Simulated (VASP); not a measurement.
Here is a VASP 6.6.1 calculation.

Contents of INCAR:

```
SYSTEM = CdSe
ALGO = Normal
EDIFF = 1E-6
EDIFFG = -0.01
ENCUT = 600
GGA = PS
IBRION = 2
ISIF = 3
ISMEAR = 0
KPAR = 2
LASPH = .True.
LCHARG = .False.
LREAL = .False.
LWAVE = .False.
NELM = 80
NSW = 90
PREC = Accurate
SIGMA = 0.03
```

File KPOINTS:

```
k-points
0
Gamma
  9 9 4
  0 0 0
```

POSCAR

```
CdSe
1.0
    4.3000000000      0.0000000000      0.0000000000
   -2.1500000000      3.7239092363      0.0000000000
    0.0000000000      0.0000000000      7.0200000000
Cd Se
2 2
Direct
    0.3333333333      0.6666666667      0.0000000000
    0.6666666667      0.3333333333      0.5000000000
    0.3333333333      0.6666666667      0.3850000000
    0.6666666667      0.3333333333      0.8850000000
```

Potentials or basis: VASP PAW PBE potentials, release 64 (Cd, Se).

The run is started by

```sh
$ cat potpaw_PBE.64/Cd/POTCAR potpaw_PBE.64/Se/POTCAR > POTCAR
$ mpirun -np 2 vasp_std > vasp.out
```

**Question.** Estimate the relaxed cell.

**Answer.** a = 4.310 Å, b = 4.310 Å, c = 7.035 Å, α = 90.00°, β = 90.00°, γ = 120.00°.

**Question.** What does it give for the band gap on the k mesh?

**Answer.** 0.53 eV, direct.

**Question.** What does it give for the relaxed volume?

**Answer.** 28.29 Å³/atom.

The path:
| step | energy change (eV) | largest force (eV/Å) | pressure (GPa) | volume (Å³) |
| --- | --- | --- | --- | --- |
| 1 | 0.0000 | 0.2741 | 0.45 | 112.41 |
| 2 | -0.0159 | 0.0637 | -0.25 | 113.69 |
| 3 | -0.0159 | 0.0681 | -0.24 | 113.67 |
| 4 | -0.0172 | 0.0376 | 0.04 | 113.06 |
| 5 | -0.0174 | 0.0227 | 0.18 | 112.78 |
| 6 | -0.0185 | 0.0178 | 0.16 | 112.85 |
| 7 | -0.0197 | 0.0040 | 0.08 | 113.00 |
| 8 | -0.0197 | 0.0047 | 0.08 | 113.00 |
| 9 | -0.0197 | 0.0031 | -0.06 | 113.31 |
| 10 | -0.0198 | 0.0005 | 0.01 | 113.16 |

Caveat: the PAW data sets were made with another functional, which shifts forces and pressure a little. Zero-point motion and thermal expansion aren't in these numbers.
